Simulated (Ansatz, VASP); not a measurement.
# One calculation of BaTiO3, two programs

Contents of INCAR:

```
PREC     = Accurate       # precision mode
ENCUT    = 520            # plane-wave cutoff, eV
EDIFF    = 1E-7           # SCF threshold, eV
ISMEAR   = 0              # smearing method
SIGMA    = 0.01           # smearing width, eV
LREAL    = F              # projectors in reciprocal space
LASPH    = T              # aspherical terms in the spheres
NELM     = 150            # most SCF steps
ALGO     = Normal         # electronic algorithm
ISIF     = 2              # what is computed and relaxed
LWAVE    = F              # write WAVECAR
LCHARG   = F              # write CHGCAR
LMAXMIX  = 4              # l up to which the mixer works
LDAU     = T              # DFT+U
LDAUTYPE = 2            
LDAUL    = -1 2 -1        # shell
LDAUU    = 0 3 0          # U, eV
LDAUJ    = 0 0 0        
LDAUPRINT= 1            
GGA      = PS             # functional
IVDW     = 13             # dispersion correction
NBANDS   = 28             # bands
```

The input KPOINTS:

```
regular mesh
0
Gamma
  6 6 6
```

File POSCAR:

```
BaTiO3
1.0
    2.8273670000      1.6323810000      2.3183930000
   -2.8273670000      1.6323810000      2.3183930000
    0.0000000000     -3.2647620000      2.3183930000
Ba Ti O
1 1 3
Direct
    0.0000000000      0.0000000000      0.0000000000
    0.4845000000      0.4845000000      0.4845000000
    0.5086000000      0.5086000000      0.0175000000
    0.0175000000      0.5086000000      0.5086000000
    0.5086000000      0.0175000000      0.5086000000
```

Input for Ansatz:

```yaml
crystal:
  lattice:
    - [2.827367, 1.632381, 2.318393]
    - [-2.827367, 1.632381, 2.318393]
    - [0.0, -3.264762, 2.318393]
  atoms:
    - { symbol: Ba, position: [0.0, 0.0, 0.0] }
    - { symbol: Ti, position: [0.4845, 0.4845, 0.4845] }
    - { symbol: O, position: [0.5086, 0.5086, 0.0175] }
    - { symbol: O, position: [0.0175, 0.5086, 0.5086] }
    - { symbol: O, position: [0.5086, 0.0175, 0.5086] }
basis:
  ecutwfc: 510.0
kpoints:
  mp_grid:
    grid: [6, 6, 6]
hamiltonian:
  xc: pbesol
  dispersion: d4
  hubbard:
    - { species: Ti, l: d, u_eff: 3.0 }
scf:
  occupations:
    method: fixed
output:
  eigenvalues: true
```

Alike in both runs: task single point; functional PBEsol; dispersion D4; k mesh 6 × 6 × 6; no spin polarisation; Hubbard terms Ti d U = 3.0 eV.

```csv
,VASP,Ansatz
version,VASP 6.6.1,Ansatz 0.2.0
potentials or method,"VASP PAW PBE potentials, release 64 (Ba_sv, Ti_sv, O)","plane waves, PAW"
plane-wave cutoff (eV),520,510
occupations,"gaussian, width 0.01 eV",fixed
valence electrons in the cell,40,40
```

```tsv
	VASP	Ansatz	Ansatz less VASP
gap on the k mesh at the Fermi level (eV)	2.63	2.67	+0.036
dispersion energy (meV/atom)	-124.5	-124.7	-0.12
```

The programs project onto different local orbitals, so the same U acts differently.

Caveats: spin-orbit coupling is left out, which moves the levels of the heavy elements. A k mesh can miss the band edges.
